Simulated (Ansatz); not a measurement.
## GaP under changes of volume

One of the cells (20.240 Å³/atom); the others are scaled copies at fixed shape and fractional positions:

```xyz
2
Lattice="0.0000 2.7252 2.7252 2.7252 0.0000 2.7252 2.7252 2.7252 0.0000" Properties=species:S:1:pos:R:3 pbc="T T T"
Ga    0.0000    0.0000    0.0000
P     4.0879    4.0879    4.0879
```

```yaml
Program: Ansatz 0.2.0
Functional: PBEsol
Potentials_or_basis: Ansatz PAW
Cutoff: "420 eV (not typed: the program's choice for these potentials)"
k_mesh: 8 × 8 × 8
Occupations: fermi-dirac, width 0.05 eV
Spin: no spin polarisation
```

```csv
volume (Å³/atom),energy over the lowest point (meV/atom),pressure (GPa),gap on the mesh (eV)
19.026,?,?,?
19.431,6.18,3.1,1.43
19.836,0.76,1.2,1.47
20.240,0.00,-0.6,1.51
20.645,3.42,-2.1,1.52
21.050,10.58,-3.5,1.43
21.455,21.08,-4.8,1.27
```

Task: What does the run at 19.026 Å³/atom give?

Result: Energy over the lowest point 16.81 meV/atom; pressure 5.3 GPa; gap on the mesh 1.38 eV.

Worked out: A Birch-Murnaghan fit of order 3 (a polynomial in V^(-2/3)) to the other rows has its minimum at 20.11 Å³/atom with B0 = V·E''(V) = 85 GPa and B' = 4.5. It gives 16.83 meV/atom at 19.026 Å³/atom, against the run's 16.81, and -dE/dV = 5.3 GPa, against 5.3. A parabola through the other rows of the gap, of slope 8.5 eV per unit of ln V there, extrapolates to 1.26 eV, against the run's 1.38.

Energies are extrapolated to zero smearing.

Caveats: the PAW data sets come from PBE, with cores solved anew for the run's functional, which leaves a small shift of forces and pressure.

A mesh can miss the band edges. Spin-orbit coupling on Ga is left out.
